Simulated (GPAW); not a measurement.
Runs of GPAW 26.7.0 on P. Symmetry: R-3m, No. 166, trigonal system. Conventional cell: a = 3.451 Å, b = 3.451 Å, c = 9.389 Å, α = 90.00°, β = 90.00°, γ = 120.00°. P (site symmetry 3m) is surrounded by 3 P at 2.29 Å. This isn't the form of P at room conditions, which is orthorhombic.

| task | level | potentials or basis | spin | cell | smearing | band path | band points | gap on the mesh (eV) | pressure (GPa) | largest force (eV/Å) |
| --- | --- | --- | --- | --- | --- | --- | --- | --- | --- | --- |
| single point | PBEsol | PAW data sets generated in the run's folder for this functional, pw | off | as given | gaussian 0.1 eV | - | - | none | -1.5 | 0.29 |
| single point | PBE | GPAW PAW data sets (gpaw-data 1.2.1), pw | off | as given | gaussian 0.1 eV | - | - | none | 2.1 | (a) |
| band structure | PBEsol | PAW data sets generated in the run's folder for this functional, pw | off | atoms moved at random, drawn with an rms of 0.15 Å | gaussian 0.05 eV | GLB1,BZGX,QFP1Z,LP | 100 | - | -7.7 | (c) |
| single point | r2SCAN | GPAW PAW data sets (gpaw-data 1.2.1), pw | collinear, ferromagnetic start | as given | improved-tetrahedron-method | - | - | none | 1.3 | 0.07 |
| single point | PBE | GPAW PAW data sets (gpaw-data 1.2.1), pw | off | as given | gaussian 0.02 eV | - | - | none | (b) | 0.24 |

Alike in all rows: k mesh 9 × 9 × 9; cutoff (eV) 600.

Task: Estimate the missing entries.

Result: (a) 0.26; (b) 2.2; (c) 0.81.

Caveats: the PAW data sets were made with another functional, which shifts forces and pressure a little (some runs).

A gap of «none» marks a metal or a gap under the smearing width.
